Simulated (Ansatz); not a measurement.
# HfO2 (Fm-3m) in Ansatz: a series of runs

One crystal, HfO2, is run at these levels: BLYP+D4; tasks: single point, equation of state.

Everything below comes from runs of Ansatz 0.2.0. Logs are shortened: lines on timing, memory, paths and dates and some standing lists are left out, and cuts for length are marked.

**1. The structure**

It takes space group Fm-3m (No. 225, cubic). Conventional cell: a = 5.115 Å, b = 5.115 Å, c = 5.115 Å, α = 90.00°, β = 90.00°, γ = 90.00°. Hf (site symmetry m-3m) is surrounded by 8 O at 2.21 Å. Around O (site symmetry -43m) lie 4 Hf at 2.21 Å.

Measurements of this composition are mostly on another form, of space group No. 14.

**2. Single point, BLYP+D4, 10.48 Å³/atom (volume scaled by 0.94)**

File input.yaml:

```yaml
crystal:
  lattice:
    - [0.0, 2.505291473, 2.505291473]
    - [2.505291473, 0.0, 2.505291473]
    - [2.505291473, 2.505291473, 0.0]
  atoms:
    - { symbol: Hf, position: [0.0, 0.0, 0.0] }
    - { symbol: O, position: [0.75, 0.75, 0.75] }
    - { symbol: O, position: [0.25, 0.25, 0.25] }
hamiltonian:
  xc: blyp
  pseudopotentials: { kind: paw }
  dispersion: d4
kpoints:
  mp_grid: { grid: [9, 9, 9] }
scf:
  occupations: { method: fermi_dirac, width: 0.05 }
output:
  forces: true
  stress: true
  eigenvalues: true
```

Potentials or basis: Ansatz PAW.

Command:

```sh
$ ansatz run input.yaml --threads 2 --pin off --max-ram 5120MiB --backend cpu --events-out ev --progress --plain --runs-dir out
```

Output:

```text
Warning: RAYON_NUM_THREADS=2 ignored (pool sized by the plan → 2); use --threads N
Engine: ansatz 0.2.0, x86_64-unknown-linux-gnu
Pseudopotentials: kind: paw
Pseudopotential: Hf, paw, valence charge 26, recommended cutoff 420 eV (normal), Hf.paw.azcp
Pseudopotential: O, paw, valence charge 6, recommended cutoff 420 eV (normal), O.paw.azcp
Functional definition: BLYP
  parameter beta = 0.0042
  parameter a = 0.04918
  parameter b = 0.132
  parameter c = 0.2533
  parameter d = 0.349
  exchange = b88_x(beta = beta)
  correlation = lyp_c(a = a, b = b, c = c, d = d)
Crystal: 3 atoms, lattice volume = 31.449 Å³
Basis set: ecut = 420 eV, 609 PW (Γ), exchange–correlation on 48×48×48 points (8 copies of the dense FFT grid, shifted against one another)
Bands: 23, of which v1, the nominal top of the filled ones, is band 19 counted from 1 (18 counted from 0)
Symmetry: 48 space group operations
Space group: Fm-3m (ITA 225), of the structure as read, at distance tolerance 3.2e-5 Å
k-points: 35 of 729
Non-local potential: Hf, projectors of the file, l = 0: 3, l = 1: 2, l = 2: 2, l = 3: 3
Non-local potential: O, projectors of the file, l = 0: 2, l = 1: 2, l = 2: 1
PAW form: soft (Blöchl's): semilocal exchange-correlation on the pseudo side does not see the compensation charge
PAW frozen core: Hf, regenerated for the run's functional, and the local potential with it (the file was generated under x = pbe(κ = 0.804, μ = 0.2195149727645171), c = pbe(β = 0.06672455060314922))
PAW frozen core: O, regenerated for the run's functional, and the local potential with it (the file was generated under x = pbe(κ = 0.804, μ = 0.2195149727645171), c = pbe(β = 0.06672455060314922))
PAW one-centre angular grid: Hf, 590 points (default); XC on 64 Gauss nodes
PAW one-centre angular grid: O, 110 points (default); XC on 64 Gauss nodes
Initial density: superposition of atomic densities (neutral atoms: chi_scale 0, normalization atom), corrected by the library's trained network
Initial wavefunctions: pseudopotential atomic-orbital guess
Functional: x = b88, c = lyp
SCF iter   1: F=—  HF=-16890.306560 eV  |F-HF|=—  |Δ(HF+E_count)|=         —  Δρ=2.57e-2  dr2=1.52e-1  ethr=1.77e-3  ⟨swp⟩=4.8  Hψ=2958  notcnv=0
preconditioner: auto → none  [insulator: Δε(μ)=4.353 eV  Ē_g=18.504 eV  σ=0.050 eV  W_gap=1.00  n_scr=14 (ndim 8)  ℏωp=39.7 eV  f_vac=0.061  D(μ)=0.00/eV (n_scr^D=0)  ε∞_Penn≈5.6]
SCF iter   2: F=—  HF=-16890.283823 eV  |F-HF|=—  |Δ(HF+E_count)|=   2.27e-2  Δρ=1.58e-2  dr2=6.87e-2  ethr=4.00e-4  ⟨swp⟩=2.2  Hψ=1754  notcnv=0
SCF iter   3: F=—  HF=-16890.265000 eV  |F-HF|=—  |Δ(HF+E_count)|=   1.88e-2  Δρ=1.54e-3  dr2=3.97e-4  ethr=1.81e-4  ⟨swp⟩=2.0  Hψ=1411  notcnv=0
SCF iter   4: F=—  HF=-16890.265056 eV  |F-HF|=—  |Δ(HF+E_count)|=   5.70e-5  Δρ=4.05e-4  dr2=1.73e-5  ethr=1.04e-6  ⟨swp⟩=2.0  Hψ=1427  notcnv=0
SCF iter   5: F=—  HF=-16890.265138 eV  |F-HF|=—  |Δ(HF+E_count)|=   8.11e-5  Δρ=1.79e-4  dr2=2.99e-6  ethr=4.55e-8  ⟨swp⟩=2.1  Hψ=1468  notcnv=0
SCF iter   6: F=—  HF=-16890.265141 eV  |F-HF|=—  |Δ(HF+E_count)|=   3.19e-6  Δρ=3.33e-5  dr2=1.99e-7  ethr=7.87e-9  ⟨swp⟩=2.0  Hψ=1437  notcnv=0
SCF iter   7: F=-16890.265141 eV  HF=-16890.265141 eV  |F-HF|=2.33e-10  |Δ(HF+E_count)|=   6.95e-8  Δρ=8.10e-6  dr2=9.77e-9  ethr=2.63e-10  ⟨swp⟩=4.8  Hψ=3162  notcnv=0
SCF 1 converged in 7 iterations: F = -16890.265141 eV  dr2 = 9.77e-9
SCF converged after 7 iterations
Free energy (F): -16890.265141 eV
Harris-Foulkes:  -16890.265141 eV  (|F-HF|=2.33e-10)
Internal energy: -16890.265141 eV  (E = F + TS)
E sigma→0 (E₀):  -16890.265141 eV
Fermi energy:    19.116416 eV
--- Per-component energies (eV) ---
  E_band       = 96.420405
  E_kinetic    = 777.045881
  E_local      = -5635.930030  (includes V_loc(G=0)·N_el)
  E_nonlocal   = -1146.458216
  E_hartree    = 2597.963975
  E_xc         = -445.324565
  E_vxc        = -449.797904  (∫ρ·V_xc dr)
  E_paw        = -7276.830204  (= ΣΔE_a)
  E_vpaw       = 1355.635366  (= ΣTr[D̂ρ^β])
  E_aug_tail   = 0.005040  (compensation charges beyond the density's cutoff)
  E_ewald      = -5759.684737
  E_disp       = -1.139427  (pairwise vdW)
  E_core_change = 0.087141  (= ΣΔE_core)
  E_smearing   = -0.000000  (= −TS)
  E_closure    = 0.000000  (closes the sum)
  Σ components = -16890.265141   (vs F -16890.265141, Δ=0.00e0)
--- Forces (eV/Å), atoms counted from 1 ---
  atom   1  Hf    -0.00000000     0.00000000     0.00000000
  atom   2  O      0.00000000     0.00000000    -0.00000000
  atom   3  O      0.00000000    -0.00000000    -0.00000000
  max |Σ_I F_I| component: 9.25e-18 eV/Å
--- Stress (GPa, compression-positive) ---
       14.397545      -0.000000      -0.000000
        0.000000      14.397545       0.000000
        0.000000      -0.000000      14.397545
  P = ⅓ Tr σ = 14.3975 GPa (143.975 kbar)
--- Band table (eV; the first three rows and the last of 35) ---
  k-point 0: bands = ["-43.8297", "-12.3689", "-12.3689", "-12.3689", "-1.7573", "1.2228", "6.3622", "6.3622", "6.3622", "6.4373", "6.4373", "6.4373", "6.6645", "11.5843", "11.5843", "11.5843", "16.5082", "16.5082", "16.5082", "21.1198", "21.1198", "23.4898", "27.9468"]
  k-point 1: bands = ["-43.8277", "-12.4331", "-12.3758", "-12.3758", "-1.5793", "1.0999", "6.3652", "6.3652", "6.3657", "6.4319", "6.4319", "6.4375", "6.6199", "11.7122", "11.7122", "11.9545", "16.1490", "16.2702", "16.2702", "21.3644", "21.3644", "23.9721", "27.3587"]
  k-point 2: bands = ["-43.8227", "-12.5894", "-12.3930", "-12.3930", "-1.1391", "0.8319", "6.3719", "6.3719", "6.3767", "6.4205", "6.4205", "6.4378", "6.5358", "12.0388", "12.0388", "12.8463", "15.3645", "15.7979", "15.7979", "21.7893", "21.7893", "24.6182", "26.7111"]
  k-point 34: bands = ["-43.8075", "-12.7506", "-12.6728", "-12.5063", "0.2575", "0.2914", "6.3876", "6.3890", "6.3960", "6.4002", "6.4058", "6.4230", "6.4313", "11.6871", "12.1442", "14.2296", "14.6563", "15.7283", "16.7670", "22.0410", "22.4469", "24.5510", "24.7218"]
```

Wall time 0.51 s (2 threads of AMD EPYC 9B45 (Zen 5), shared host); peak memory 0.38 GiB.

What came out:

```
Free energy            : -16890.2651 eV
Pressure               : 14.4 GPa
Band gap on the k mesh : 4.04 eV, indirect (least direct gap 4.19 eV)
```

Caveat: odd divisions of the mesh miss points on the zone boundary, where band edges often lie, so the gap on the mesh can be too wide; the pressure holds a Pulay correction of +1.1 GPa for the finite cutoff; spin-orbit coupling is left out, which moves the levels of the heavy elements; the PAW data sets come from PBE, with cores solved anew for the run's functional, which leaves a small shift of forces and pressure.

**3. Single point, BLYP+D4, 10.71 Å³/atom (volume scaled by 0.96)**

input.yaml, as its differences from that of step 2:

```diff
@@ -2,5 +2,5 @@
   lattice:
-    - [0.0, 2.505291473, 2.505291473]
-    - [2.505291473, 0.0, 2.505291473]
-    - [2.505291473, 2.505291473, 0.0]
+    - [0.0, 2.522934952, 2.522934952]
+    - [2.522934952, 0.0, 2.522934952]
+    - [2.522934952, 2.522934952, 0.0]
   atoms:
```

Potentials or basis: Ansatz PAW.

Command:

```sh
$ ansatz run input.yaml --threads 2 --pin off --max-ram 5120MiB --backend cpu --events-out ev --progress --plain --runs-dir out
```

Run time: 0.58 s. Hardware: 2 threads of AMD EPYC 9B45 (Zen 5), shared host; peak memory 0.38 GiB.

The run converged. Its results:

| Quantity | Value |
| --- | --- |
| Free energy | -16890.3120 eV |
| Pressure | 8.3 GPa |
| Band gap on the k mesh | 3.99 eV, indirect (least direct gap 4.12 eV) |

Caveat: odd divisions of the mesh miss points on the zone boundary, where band edges often lie, so the gap on the mesh can be too wide; the pressure holds a Pulay correction of +1.1 GPa for the finite cutoff; spin-orbit coupling is left out, which moves the levels of the heavy elements; the PAW data sets come from PBE, with cores solved anew for the run's functional, which leaves a small shift of forces and pressure.

**4. Single point, BLYP+D4, 10.93 Å³/atom (volume scaled by 0.98)**

input.yaml, as its differences from that of step 3:

```diff
@@ -2,5 +2,5 @@
   lattice:
-    - [0.0, 2.522934952, 2.522934952]
-    - [2.522934952, 0.0, 2.522934952]
-    - [2.522934952, 2.522934952, 0.0]
+    - [0.0, 2.5403350533, 2.5403350533]
+    - [2.5403350533, 0.0, 2.5403350533]
+    - [2.5403350533, 2.5403350533, 0.0]
   atoms:
@@ -21 +21,5 @@
   eigenvalues: true
+  write_density: true
+  write_potential: true
+  elf: true
+  volumetric_format: npy
```

Command:

```sh
$ ansatz run input.yaml --threads 2 --pin off --max-ram 5120MiB --backend cpu --events-out ev --progress --plain --runs-dir out
```

Run time: 0.63 s. Hardware: 2 threads of AMD EPYC 9B45 (Zen 5), shared host; peak memory 0.39 GiB.

It converged, with:

* Free energy: -16890.3350 eV
* Pressure: 2.8 GPa
* Band gap on the k mesh: 3.94 eV, indirect (least direct gap 4.06 eV)

Caveat: odd divisions of the mesh miss points on the zone boundary, where band edges often lie, so the gap on the mesh can be too wide; the pressure holds a Pulay correction of +1.1 GPa for the finite cutoff; spin-orbit coupling is left out, which moves the levels of the heavy elements; the PAW data sets come from PBE, with cores solved anew for the run's functional, which leaves a small shift of forces and pressure.

**5. Single point, BLYP+D4, 11.15 Å³/atom**

input.yaml, as its differences from that of step 4:

```diff
@@ -2,5 +2,5 @@
   lattice:
-    - [0.0, 2.5403350533, 2.5403350533]
-    - [2.5403350533, 0.0, 2.5403350533]
-    - [2.5403350533, 2.5403350533, 0.0]
+    - [0.0, 2.5575, 2.5575]
+    - [2.5575, 0.0, 2.5575]
+    - [2.5575, 2.5575, 0.0]
   atoms:
@@ -21,5 +21 @@
   eigenvalues: true
-  write_density: true
-  write_potential: true
-  elf: true
-  volumetric_format: npy
```

Command:

```sh
$ ansatz run input.yaml --threads 2 --pin off --max-ram 5120MiB --backend cpu --events-out ev --progress --plain --runs-dir out
```

It took 0.6 s on 2 threads of AMD EPYC 9B45 (Zen 5), shared host; peak memory 0.38 GiB.

The run converged. Its results:

```
Free energy            : -16890.3363 eV
Pressure               : -2.2 GPa
Band gap on the k mesh : 3.89 eV, indirect (least direct gap 4.00 eV)
```

Caveat: odd divisions of the mesh miss points on the zone boundary, where band edges often lie, so the gap on the mesh can be too wide; the pressure holds a Pulay correction of +1.0 GPa for the finite cutoff; spin-orbit coupling is left out, which moves the levels of the heavy elements; the PAW data sets come from PBE, with cores solved anew for the run's functional, which leaves a small shift of forces and pressure.

**6. Single point, BLYP+D4, 11.38 Å³/atom (volume scaled by 1.02)**

input.yaml, as its differences from that of step 5:

```diff
@@ -2,5 +2,5 @@
   lattice:
-    - [0.0, 2.5575, 2.5575]
-    - [2.5575, 0.0, 2.5575]
-    - [2.5575, 2.5575, 0.0]
+    - [0.0, 2.5744375797, 2.5744375797]
+    - [2.5744375797, 0.0, 2.5744375797]
+    - [2.5744375797, 2.5744375797, 0.0]
   atoms:
```

Potentials or basis: Ansatz PAW.

Command:

```sh
$ ansatz run input.yaml --threads 2 --pin off --max-ram 5120MiB --backend cpu --events-out ev --progress --plain --runs-dir out
```

It took 0.57 s on 2 threads of AMD EPYC 9B45 (Zen 5), shared host; peak memory 0.39 GiB.

Results (log left out):

- Free energy: -16890.3179 eV
- Pressure: -6.6 GPa
- Band gap on the k mesh: 3.84 eV, indirect (least direct gap 3.94 eV)

Caveat: odd divisions of the mesh miss points on the zone boundary, where band edges often lie, so the gap on the mesh can be too wide; the pressure holds a Pulay correction of +1.0 GPa for the finite cutoff; spin-orbit coupling is left out, which moves the levels of the heavy elements; the PAW data sets come from PBE, with cores solved anew for the run's functional, which leaves a small shift of forces and pressure.

**7. Single point, BLYP+D4, 11.60 Å³/atom (volume scaled by 1.04)**

input.yaml, as its differences from that of step 6:

```diff
@@ -2,5 +2,5 @@
   lattice:
-    - [0.0, 2.5744375797, 2.5744375797]
-    - [2.5744375797, 0.0, 2.5744375797]
-    - [2.5744375797, 2.5744375797, 0.0]
+    - [0.0, 2.5911551753, 2.5911551753]
+    - [2.5911551753, 0.0, 2.5911551753]
+    - [2.5911551753, 2.5911551753, 0.0]
   atoms:
@@ -21 +21,5 @@
   eigenvalues: true
+  write_density: true
+  write_potential: true
+  elf: true
+  volumetric_format: npy
```

Command:

```sh
$ ansatz run input.yaml --threads 2 --pin off --max-ram 5120MiB --backend cpu --events-out ev --progress --plain --runs-dir out
```

Wall time 0.6 s (2 threads of AMD EPYC 9B45 (Zen 5), shared host); peak memory 0.39 GiB.

Results (log left out):

```
Free energy            : -16890.2815 eV
Pressure               : -10.6 GPa
Band gap on the k mesh : 3.78 eV, indirect (least direct gap 3.89 eV)
```

Caveat: odd divisions of the mesh miss points on the zone boundary, where band edges often lie, so the gap on the mesh can be too wide; the pressure holds a Pulay correction of +1.0 GPa for the finite cutoff; spin-orbit coupling is left out, which moves the levels of the heavy elements; the PAW data sets come from PBE, with cores solved anew for the run's functional, which leaves a small shift of forces and pressure.

**8. Single point, BLYP+D4, 11.82 Å³/atom (volume scaled by 1.06)**

input.yaml, as its differences from that of step 7:

```diff
@@ -2,5 +2,5 @@
   lattice:
-    - [0.0, 2.5911551753, 2.5911551753]
-    - [2.5911551753, 0.0, 2.5911551753]
-    - [2.5911551753, 2.5911551753, 0.0]
+    - [0.0, 2.6076597933, 2.6076597933]
+    - [2.6076597933, 0.0, 2.6076597933]
+    - [2.6076597933, 2.6076597933, 0.0]
   atoms:
```

Command:

```sh
$ ansatz run input.yaml --threads 2 --pin off --max-ram 5120MiB --backend cpu --events-out ev --progress --plain --runs-dir out
```

It took 0.63 s on 2 threads of AMD EPYC 9B45 (Zen 5), shared host; peak memory 0.39 GiB.

Results (log left out):

```
Free energy            : -16890.2292 eV
Pressure               : -14.3 GPa
Band gap on the k mesh : 3.72 eV, indirect (least direct gap 3.83 eV)
```

Caveat: odd divisions of the mesh miss points on the zone boundary, where band edges often lie, so the gap on the mesh can be too wide; the pressure holds a Pulay correction of +0.9 GPa for the finite cutoff; spin-orbit coupling is left out, which moves the levels of the heavy elements; the PAW data sets come from PBE, with cores solved anew for the run's functional, which leaves a small shift of forces and pressure.

**9. Equation of state, BLYP+D4**

Potentials or basis: Ansatz PAW.

No new run: the results of the series are fitted here.

What came out:

```
Equilibrium volume                      : 11.05 Å³/atom
Bulk modulus                            : 244 GPa
Pressure derivative of the bulk modulus : 3.9
```

Energy against volume, from the lowest point:
| volume (Å³/atom) | energy (meV/atom) |
| --- | --- |
| 10.483 | 23.72 |
| 10.706 | 8.09 |
| 10.929 | 0.42 |
| 11.152 | 0.00 |
| 11.375 | 6.13 |
| 11.598 | 18.25 |
| 11.821 | 35.71 |

Caveat: the potentials were made for another functional, which shifts forces and pressure. The run has no spin-orbit coupling, so splittings on Hf are missing.
